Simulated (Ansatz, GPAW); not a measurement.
This is a calculation of MgO for Ansatz 0.2.0. The cell is a database's computed one, not the measured one.

input.yaml

```yaml
crystal:
  lattice:
    - [0.0, 2.0970013927, 2.0970013927]
    - [2.0970013927, 0.0, 2.0970013927]
    - [2.0970013927, 2.0970013927, 0.0]
  atoms:
    - { symbol: Mg, position: [0.0, 0.0, 0.0] }
    - { symbol: O, position: [0.5, 0.5, 0.5] }
kpoints:
  mp_grid: { grid: [11, 11, 11] }
scf:
  occupations: { method: gaussian, width: 0.013 }
hamiltonian:
  xc: pbe
  pseudopotentials: { kind: all_electron, lapw: { basis_error: 0.001 } }
output:
  forces: true
  stress: true
  eigenvalues: true
```

Potentials or basis: all-electron LAPW, scalar-relativistic.

Run with:

```bash
$ ansatz run input.yaml --threads 1 --pin off --max-ram 3072MiB --backend cpu --events-out ev --progress --plain --runs-dir out
```

What does the same run look like in GPAW 26.7.0 (ASE script)? Potentials or basis there: GPAW PAW data sets (gpaw-data 1.2.1), cutoff 800 eV.

As run (cutoffs and basis follow the program's own potentials, and thresholds, step limits or extra output files can differ):

File run.py:

```python
from ase.dft.bandgap import bandgap
from ase.io import read, write
from ase.units import GPa
from gpaw import GPAW, PW

atoms = read('POSCAR')

calc = GPAW(mode=PW(800),
            xc='PBE',
            kpts={'size': (11, 11, 11), 'gamma': True},
            occupations={'name': 'methfessel-paxton', 'order': 0, 'width': 0.013000000000000001},
            nbands=16,
            convergence={'density': 1e-05, 'energy': 1e-05},
            maxiter=150,
            txt='gpaw.txt')
atoms.calc = calc
energy = atoms.get_potential_energy()
forces = atoms.get_forces()
stress = atoms.get_stress()
calc.write('gs.gpw')
write('result.traj', atoms)
print(f'Energy: {energy:.6f} eV')
print('Forces (eV/A):')
print(forces.round(4))
print('Stress (GPa):', (stress / GPa).round(3))
print('Fermi level:', round(calc.get_fermi_level(), 4), 'eV')
print(f'Gap: {bandgap(calc)[0]:.4f} eV, direct: {bandgap(calc, direct=True)[0]:.4f} eV')
```

File POSCAR:

```
MgO
1.0
    0.0000000000      2.0970013927      2.0970013927
    2.0970013927      0.0000000000      2.0970013927
    2.0970013927      2.0970013927      0.0000000000
Mg O
1 1
Direct
    0.0000000000      0.0000000000      0.0000000000
    0.5000000000      0.5000000000      0.5000000000
```

Potentials or basis: GPAW PAW data sets (gpaw-data 1.2.1), pw.

Launch:

```bash
$ OMP_NUM_THREADS=1 python run.py
```

Both were run:

|  | Ansatz | GPAW |
| --- | --- | --- |
| Pressure | 7.0 GPa | 7.0 GPa |

Where Ansatz's input types no cutoff or centring, it takes its own default and a Γ-centred mesh.

Pressure is positive in compression.
